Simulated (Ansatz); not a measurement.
## Calculated electrostatic potentials at the B nuclei for B5H9

Cell: a structure deposited in the COD whose atoms were relaxed with PBE, the cell held.

Space group I4mm (No. 107); a = 7.1600, c = 5.3800 Å.

```
site  Wyckoff  site symmetry       x       y       z
  B1       2a            4mm  0.0000  0.0000  0.2286
  B2       8d            .m.  0.1763  0.0000  0.0191
  H6       8d            .m.  0.8412  0.5000  0.5443
 H10       2a            4mm  0.0000  0.0000  0.4495
 H11       8c            ..m  0.1336  0.1336  0.8514
```

One atom of each set is listed; the run and its k-mesh use a cell of 14 atoms with edges of 5.73, 5.73, 5.73 Å.

All values are calculated (Ansatz; DFT, r2SCAN, plane waves and PAW, scalar-relativistic, 500 eV cutoff, Γ-centred 7×7×7 k-points, Fermi–Dirac smearing 0.05 eV), not measured.

The potential at a nucleus is that of all electrons and the other nuclei. A higher potential binds the core electrons more strongly, so differences between sites of one element are the initial-state part of core-level shifts.

(1) Rank the B sites by the potential at the nucleus, lowest first, and give each against the lowest.
A. B2: 3 H at 1.19–1.35 Å, 3 B at 1.69–1.78 Å
B. B1: 1 H at 1.19 Å, 4 B at 1.69 Å

## Answers

(1) B (0.00 V), A (1.62 V).
